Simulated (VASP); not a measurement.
# CrCuO2 (R-3m) in VASP: further runs

Aim: see how the results for CrCuO2 move with the level of theory and the settings. Levels: PBEsol, PBE. Tasks: single point.

Program: VASP 6.6.1. These are calculated values, not measurements. Logs are shortened: lines on timing, memory, paths and dates and some standing lists are left out, and cuts for length are marked.

### Step 1. Starting point

Symmetry: R-3m, No. 166, trigonal system. The conventional cell has a = 2.973 Å, b = 2.973 Å, c = 17.100 Å, α = 90.00°, β = 90.00°, γ = 120.00°. Around Cu (site symmetry -3m) lie 2 O at 1.85 Å. Around Cr (site symmetry -3m) lie 6 O at 1.99 Å. Around O (site symmetry 3m) lie 1 Cu at 1.85 Å and 3 Cr at 1.99 Å.

### Step 2. Single point, PBEsol, collinear spin, ferromagnetic start

Input file INCAR:

```
SYSTEM = CrCuO2
  PREC = Accurate
  ENCUT = 520
  EDIFF = 1E-7
  ISMEAR = -1
  SIGMA = 0.05
  LREAL = .FALSE.
  LASPH = .TRUE.
  NELM = 100
  ALGO = Normal
  ISIF = 2
  LWAVE = .FALSE.
  LCHARG = .FALSE.
  ISPIN = 2
  MAGMOM = 0.6 3 0 0
  LORBIT = 11
  LMAXMIX = 4
  GGA = PS
  NBANDS = 30
```

Input file KPOINTS:

```
regular mesh
0
G
  10 10 10
  0 0 0
```

Input file POSCAR:

```
CrCuO2
1.0
    1.4867000000      0.8583466452      5.7000000000
   -1.4867000000      0.8583466452      5.7000000000
    0.0000000000     -1.7166932904      5.7000000000
Cu Cr O
1 1 2
Direct
    0.0000000000      0.0000000000      0.0000000000
    0.5000000000      0.5000000000      0.5000000000
    0.8920800000      0.8920800000      0.8920800000
    0.1079200000      0.1079200000      0.1079200000
```

Potentials or basis: VASP PAW PBE potentials, release 64 (Cu, Cr_pv, O).

On the command line:

```
cat potpaw_PBE.64/Cu/POTCAR potpaw_PBE.64/Cr_pv/POTCAR potpaw_PBE.64/O/POTCAR > POTCAR
mpirun -np 1 vasp_std > vasp.out
```

OUTCAR:

```text
SYSTEM = CrCuO2
   PREC = Accurate
   ENCUT = 520
   EDIFF = 1E-7
   ISMEAR = -1
   LREAL = .FALSE.
   LASPH = .TRUE.
   NELM = 100
   ISIF = 2
   ISPIN = 2
   LORBIT = 11
   GGA = PS

 ion  position               nearest neighbor table
   1  0.000  0.000  0.000-   3 1.85   4 1.85
   2  0.500  0.500  0.500-   4 1.99   3 1.99   4 1.99   4 1.99   3 1.99   3 1.99
   3  0.892  0.892  0.892-   1 1.85   2 1.99   2 1.99   2 1.99
   4  0.108  0.108  0.108-   1 1.85   2 1.99   2 1.99   2 1.99

  LATTYP: Found a trigonal (rhomboedric) cell.
 ALAT       =     5.9529014651
 COS(alpha) =     0.8752561078

  Lattice vectors:

 A1 = (   1.4867000000,   0.8583466452,   5.7000000000)
 A2 = (  -1.4867000000,   0.8583466452,   5.7000000000)
 A3 = (   0.0000000000,  -1.7166932904,   5.7000000000)

Analysis of symmetry for initial positions (statically):
=====================================================================
 Subroutine PRICEL returns:
 Original cell was already a primitive cell.

 Routine SETGRP: Setting up the symmetry group for a
 trigonal (rhombohedral) supercell.

 Subroutine GETGRP returns: Found 12 space group operations
 (whereof 12 operations were pure point group operations)
 out of a pool of 12 trial point group operations.

The static configuration has the point symmetry D_3d.

Analysis of symmetry for dynamics (positions and initial velocities):
=====================================================================
 Subroutine PRICEL returns:
 Original cell was already a primitive cell.

 Routine SETGRP: Setting up the symmetry group for a
 trigonal (rhombohedral) supercell.

 Subroutine GETGRP returns: Found 12 space group operations
 (whereof 12 operations were pure point group operations)
 out of a pool of 12 trial point group operations.

The dynamic configuration has the point symmetry D_3d.

Analysis of structural, dynamic, and magnetic symmetry:
=====================================================================
 Subroutine PRICEL returns:
 Original cell was already a primitive cell.

 Routine SETGRP: Setting up the symmetry group for a
 trigonal (rhombohedral) supercell.

 Subroutine GETGRP returns: Found 12 space group operations
 (whereof 12 operations were pure point group operations)
 out of a pool of 12 trial point group operations.

The overall configuration has the point symmetry D_3d.

 Subroutine INISYM returns: Found 12 space group operations
 (whereof 12 operations are pure point group operations),
 and found     1 'primitive' translations

----------------------------------------------------------------------------------------

                                     Primitive cell

  volume of cell :      43.6428

  direct lattice vectors                    reciprocal lattice vectors
     1.486700000  0.858346645  5.700000000     0.336315329  0.194171746  0.058479532
    -1.486700000  0.858346645  5.700000000    -0.336315329  0.194171746  0.058479532
     0.000000000 -1.716693290  5.700000000     0.000000000 -0.388343492  0.058479532

  length of vectors
     5.952901465  5.952901465  5.952901465     0.392721941  0.392721941  0.392721941

  position of ions in fractional coordinates (direct lattice)
     0.000000000  0.000000000  0.000000000
     0.500000000  0.500000000  0.500000000
     0.892080000  0.892080000  0.892080000
     0.107920000  0.107920000  0.107920000

  ion indices of the primitive-cell ions
   primitive index   ion index
                 1           1
                 2           2
                 3           3
                 4           4

----------------------------------------------------------------------------------------

 KPOINTS: regular mesh

Automatic generation of k-mesh.
 Grid dimensions read from file:
 generate k-points for:   10   10   10

 Generating k-lattice:

  Cartesian coordinates                     Fractional coordinates (reciprocal lattice)
     0.033631533  0.019417175  0.005847953     0.100000000  0.000000000  0.000000000
    -0.033631533  0.019417175  0.005847953     0.000000000  0.100000000  0.000000000
     0.000000000 -0.038834349  0.005847953     0.000000000  0.000000000  0.100000000

  Length of vectors
     0.039272194  0.039272194  0.039272194

  Shift w.r.t. Gamma in fractional coordinates (k-lattice)
     0.000000000  0.000000000  0.000000000

 Subroutine IBZKPT returns following result:
 ===========================================

 Found    116 irreducible k-points:

 Following reciprocal coordinates:
            Coordinates               Weight
  0.000000  0.000000  0.000000      1.000000
  0.100000  0.000000  0.000000      6.000000
  0.200000  0.000000  0.000000      6.000000
  0.300000 -0.000000  0.000000      6.000000
  0.400000  0.000000  0.000000      6.000000
  0.500000 -0.000000  0.000000      3.000000
[... 16 lines left out ...]
  0.300000  0.300000  0.000000      6.000000
  0.400000  0.300000  0.000000     12.000000
 [... further k-points ...]
   k-points           NKPTS =    116   k-points in BZ     NKDIM =    116   number of bands    NBANDS=     30
   number of dos      NEDOS =    301   number of ions     NIONS =      4
   total plane-waves  NPLWV = 110592
   dimension x,y,z NGX =    48 NGY =   48 NGZ =   48
   dimension x,y,z NGXF=    96 NGYF=   96 NGZF=   96
   ions per type =               1   1   2
   NGX,Y,Z   is equivalent  to a cutoff of  13.40, 13.40, 13.40 a.u.
   NGXF,Y,Z  is equivalent  to a cutoff of  26.81, 26.81, 26.81 a.u.
 SYSTEM =  CrCuO2
   PREC   = accura    normal or accurate (medium, high low for compatibility)
   ISTART =      0    job   : 0-new  1-cont  2-samecut
   ICHARG =      2    charge: 1-file 2-atom 10-const
   ISPIN  =      2    spin polarized calculation?
   LNONCOLLINEAR =      F non collinear calculations
   LSORBIT =      F    spin-orbit coupling
   LASPH  =      T    aspherical Exc in radial PAW
   ENCUT  =  520.0 eV  38.22 Ry    6.18 a.u.  11.07 11.07 11.07*2*pi/ulx,y,z
   NELM   =    100;   NELMIN=  2; NELMDL= -5     # of ELM steps
   EDIFF  = 0.1E-06   stopping-criterion for ELM
   LREAL  =      F    real-space projection
   EDIFFG = 0.1E-05   stopping-criterion for IOM
   NSW    =      0    number of steps for IOM
   IBRION =     -1    ionic relax: 0-MD 1-quasi-New 2-CG
   NFREE  =      0    steps in history (QN), initial steepest desc. (CG)
   ISIF   =      2    stress and relaxation
   ISYM   =      2    0-nonsym 1-usesym 2-fastsym
   POTIM  = 0.5000    time-step for ionic-motion
   TEBEG  =    0.0;   TEEND  =   0.0 temperature during run
   PSTRESS=    0.0 pullay stress
   NELECT =      35.0000    total number of electrons
   NUPDOWN=      -1.0000    fix difference up-down
   EMIN   =  10.00;   EMAX   =-10.00  energy-range for DOS
   EFERMI =   0.00;   METHOD = LEGACY
   ISMEAR =    -1;   SIGMA  =   0.05  broadening in eV -4-tet -1-fermi 0-gaus
   EFERMI_NEDOS =   21; number of points for ismear=-14 and -15
   IALGO  =     38    algorithm
   IMIX   =      4    mixing-type and parameters
     AMIX     =   0.40;   BMIX     =  1.00
     AMIX_MAG =   1.60;   BMIX_MAG =  1.00
  volume/ion in A,a.u.               =      10.91        73.63
  Fermi-wavevector in a.u.,A,eV,Ry     =   1.520992  2.874257 31.475925  2.313415
  Thomas-Fermi vector in A             =   2.629767
   LORBIT       =     11    0 simple, 1 ext, 2 COOP (PROOUT), +10 PAW based schemes
   GGA     = PS    functional components
   LHFCALC =     F    Hartree Fock is set to
   AEXX    =    0.0000 exact exchange contribution
   IVDW    =     0    specifies the selected vdW correction
   LEPSILON=     F    determine dielectric tensor
   LRPA    =     F    only Hartree local field effects (RPA)
 spin polarized calculation
  energy-cutoff  :      520.00
  volume of cell :       43.64
 maximum number of plane-waves:      1215
 NGX is ok and might be reduce to    48
   NGX = 23   NGY = 23   NGZ = 23

 number of electron      34.9999997 magnetization       2.9999958

 Free energy of the ion-electron system (eV)
  ---------------------------------------------------
  ext. energy  EPLUGINS =         0.00000000
  ---------------------------------------------------
  free energy    TOTEN  =       -30.64089289 eV

  energy without entropy =      -30.64089058  energy(sigma->0) =      -30.64089174

 E-fermi :   6.4869     XC(G=0): -11.8583

 val. band max:        5.9697055394   @ k =  -0.2000   0.5000   0.2000
 cond. band min:       6.9386882435   @ k =   0.4000   0.4000   0.1000
 fundamental gap:      0.9689827040
 Fermi energy:         6.4869134815

 spin component 1

 k-point     1 :       0.0000    0.0000    0.0000
  band No.  band energies     occupation
      1     -38.2697      1.00000
      2     -38.2073      1.00000
      3     -38.2073      1.00000
      4     -14.3496      1.00000
      5     -12.8038      1.00000
      6      -2.4448      1.00000
[... 757 lines left out ...]
     28      18.4512      0.00000
     29      20.3602      0.00000

 [... further k-points ...]

 spin component 2

 k-point     1 :       0.0000    0.0000    0.0000
  band No.  band energies     occupation
      1     -35.3463      1.00000
      2     -35.3429      1.00000
      3     -35.3429      1.00000
      4     -14.2431      1.00000
      5     -12.7487      1.00000
      6      -2.0946      1.00000
[... 757 lines left out ...]
     28      19.2575      0.00000
     29      21.1313      0.00000

 [... further k-points ...]

 [bands above 29 left out]

------------------------ aborting loop because EDIFF is reached ----------------------------------------

  FORCE on cell =-STRESS in cart. coord.  units (eV):
  Direction    XX          YY          ZZ          XY          YZ          ZX
  --------------------------------------------------------------------------------------
  -------------------------------------------------------------------------------------
  Total       -0.6127479     -0.6127479     -1.1951739      0.0000000      0.0000000      0.0000000
  in kB      -22.4947017    -22.4947017    -43.8762516      0.0000000      0.0000000      0.0000000
  external PRESSURE =     -29.6218850 kB  Pullay stress =       0.0000000 kB

 VOLUME and BASIS-vectors are now :
 -----------------------------------------------------------------------------
  energy-cutoff  :      520.00
  volume of cell :       43.64
      direct lattice vectors                 reciprocal lattice vectors
     1.486700000  0.858346645  5.700000000     0.336315329  0.194171746  0.058479532
    -1.486700000  0.858346645  5.700000000    -0.336315329  0.194171746  0.058479532
     0.000000000 -1.716693290  5.700000000     0.000000000 -0.388343492  0.058479532

 POSITION                                       TOTAL-FORCE (eV/Angst)
 -----------------------------------------------------------------------------------
      0.00000      0.00000      0.00000        -0.000000      0.000000      0.000000
      0.00000      0.00000      8.55000         0.000000      0.000000      0.000000
      0.00000      0.00000     15.25457        -0.000000     -0.000000     -0.086667
      0.00000      0.00000      1.84543        -0.000000     -0.000000      0.086667
 -----------------------------------------------------------------------------------
    total drift:                                0.000000      0.000000     -0.000000

  FREE ENERGIE OF THE ION-ELECTRON SYSTEM (eV)
  ---------------------------------------------------
  free  energy   TOTEN  =       -30.6408928929 eV

  energy  without entropy=      -30.6408905846  energy(sigma->0) =      -30.64089174

 total charge

# of ion       s       p       d       tot
------------------------------------------
    1        0.432   0.322   9.211   9.965
    2        0.294   6.353   4.113  10.760
    3        1.548   3.480   0.000   5.028
    4        1.548   3.480   0.000   5.028
--------------------------------------------------
tot          3.822  13.635  13.324  30.781

 magnetization (x)

# of ion       s       p       d       tot
------------------------------------------
    1        0.020   0.010   0.003   0.033
    2        0.026   0.027   2.771   2.824
    3       -0.002  -0.005   0.000  -0.006
    4       -0.002  -0.005   0.000  -0.006
--------------------------------------------------
tot          0.043   0.027   2.774   2.844
```

It took 13 min on 1 thread of Intel Xeon Platinum 8488C (Sapphire Rapids), shared host; peak memory 0.57 GiB.

What came out:

| Quantity | Value |
| --- | --- |
| Free energy | -30.6409 eV |
| Pressure | -3.0 GPa |
| Largest force | 0.087 eV/Å |
| Band gap on the k mesh | 0.97 eV, indirect (least direct gap 1.11 eV) |
| Net moment | 3.00 μB per cell |
| Site moments | Cu +0.03; Cr +2.82; O -0.01 μB |
| Valence electrons inside the program's atomic spheres | Cu 9.96; Cr 10.76; O 5.03 |

Forces in eV/Å, atoms in the order of the input:
```
Cu   0.000  0.000  0.000
Cr   0.000  0.000  0.000
O    0.000  0.000 -0.087
O    0.000  0.000  0.087
```

Stress tensor (GPa, compression positive):
```
-2.25  0.00  0.00
 0.00 -2.25  0.00
 0.00  0.00 -4.39
```

Caveat: the PAW data sets were made with another functional, which shifts forces and pressure a little; only a ferromagnetic start was run, and an antiferromagnetic order may lie lower in energy.

(Part 1 of 2 ends here.)
